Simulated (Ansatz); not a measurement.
A calculation with Ansatz 0.2.0 of W (native input, structure typed inline):

input.yaml

```yaml
crystal:
  lattice:
    - [0.0, 2.03, 2.03]
    - [2.03, 0.0, 2.03]
    - [2.03, 2.03, 0.0]
  atoms:
    - { symbol: W, position: [0.0, 0.0, 0.0] }
hamiltonian:
  xc: pbe
  pseudopotentials: { kind: paw }
kpoints:
  mp_grid: { grid: [11, 11, 11] }
  band_path:
    path:
      - [[0.0, 0.0, 0.0], [0.5, 0.0, 0.5], [0.5, 0.25, 0.75], [0.375, 0.375, 0.75], [0.0, 0.0, 0.0], [0.5, 0.5, 0.5], [0.625, 0.25, 0.625], [0.5, 0.25, 0.75], [0.5, 0.5, 0.5], [0.375, 0.375, 0.75]]
      - [[0.625, 0.25, 0.625], [0.5, 0.0, 0.5]]
    npoints: 14
scf:
  occupations: { method: fermi_dirac, width: 0.05 }
  n_extra_bands: 6
output:
  forces: true
  stress: true
  eigenvalues: true
  fatbands: false
  write_density: true
  write_potential: true
  elf: true
  volumetric_format: npy
```

Potentials or basis: Ansatz PAW.

Run with:

```console
$ ansatz run input.yaml --threads 2 --pin off --max-ram 5120MiB --backend cpu --events-out ev --progress --plain --runs-dir out
```

This isn't the form of W at room conditions, which is bcc.

Q: Write the same calculation in another form: ASE script, structure from a POSCAR.

A: As run:

File run.py:

```python
import json

import ase.io
import numpy as np

import ansatz as az

atoms = ase.io.read("POSCAR", format="vasp")

calculation = (
    az.Crystal.from_ase(atoms)
    .calculation()
    .kpoints(11, 11, 11)
    .functional("pbe")
    .pseudopotentials(kind="paw")
    .scf(extra_bands=6)
    .occupations(method="fermi_dirac", width=0.05)
    .band_structure(path=(((0.0, 0.0, 0.0), (0.5, 0.0, 0.5), (0.5, 0.25, 0.75), (0.375, 0.375, 0.75), (0.0, 0.0,
        0.0), (0.5, 0.5, 0.5), (0.625, 0.25, 0.625), (0.5, 0.25, 0.75), (0.5, 0.5, 0.5), (0.375, 0.375, 0.75)),
        ((0.625, 0.25, 0.625), (0.5, 0.0, 0.5))), intervals=14)
    .forces()
    .stress()
    .band_table(publish=True)
)
outcome = calculation.run(threads=2, events_out="events.jsonl")

report = outcome.report
for line in open("events.jsonl"):
    event = json.loads(line)
    if event["event"] == "scf_iter":
        d = event["data"]
        print(f"SCF {d['iter']:3d}  HF = {d['harris_foulkes_ev']:.6f} eV  dr2 = {d['dr2_ev']:.2e} eV")
    elif event["event"] in ("relax_step", "md_step"):
        d = event["data"]
        print(f"{event['event']} {d['step']:3d}  E = {d['lagrangian_ev']:.6f} eV")
np.set_printoptions(precision=5, suppress=True, linewidth=110)
print("converged:", report["converged"], "after", report["n_iterations"], "iterations")
print(f"free energy {report['free_energy_ev']:.6f} eV, Fermi level {report['fermi_energy_ev']:.4f} eV")
for key in ("band_edges_ev", "magnetization_mub", "site_moments_mub", "site_moments_nc_mub", "forces_ev_ang",
                "stress_gpa"):
    if report.get(key) is not None:
        print(key, np.array(report[key]), sep="\n")
```

POSCAR

```
W
1.0
    0.0000000000      2.0300000000      2.0300000000
    2.0300000000      0.0000000000      2.0300000000
    2.0300000000      2.0300000000      0.0000000000
W
1
Direct
    0.0000000000      0.0000000000      0.0000000000
```

Potentials or basis: Ansatz PAW.

Run with:

```bash
$ python run.py
```

Both were run:

|  | native input, structure typed inline | ASE script, structure from a POSCAR |
| --- | --- | --- |
| Pressure | -4.8 GPa | -4.8 GPa |
| Band gap on the k mesh | none (metal or under the smearing width) | none (metal or under the smearing width) |

Keys that steer only the numerical path or the files written may differ.

Caveat: spin-orbit coupling is left out, which moves the levels of the heavy elements.
